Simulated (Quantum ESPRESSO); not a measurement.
Crystal: MgS (Niningerite).

```
CELL_PARAMETERS angstrom
0.00000 2.60165 2.60165
2.60165 0.00000 2.60165
2.60165 2.60165 0.00000
ATOMIC_POSITIONS crystal
S 0.50000 0.50000 0.50000
Mg 0.00000 0.00000 0.00000
```

Base run:

- Program: Quantum ESPRESSO 7.5
- Functional: PBE
- Potentials or basis: SG15 PBE 1.2
- Cutoff: 952 eV
- Density cutoff: 3810 eV
- k mesh: 6 × 6 × 6
- Occupations: fermi-dirac, width 0.05 eV
- Spin: no spin polarisation

Its results: band gap on the k mesh 2.80 eV, indirect (least direct gap 3.70 eV); pressure 0.9 GPa.

Q: The run is repeated on the same cell with these changes: functional from PBE to PBEsol. What comes out?

A: Band gap on the k mesh 2.71 eV, indirect (least direct gap 3.59 eV); pressure -0.5 GPa.

PBEsol binds more tightly than PBE, so the same cell stands under less pressure.

Caveats: the potentials were made for another functional, which shifts forces and pressure (some runs).

A k mesh can miss the band edges.
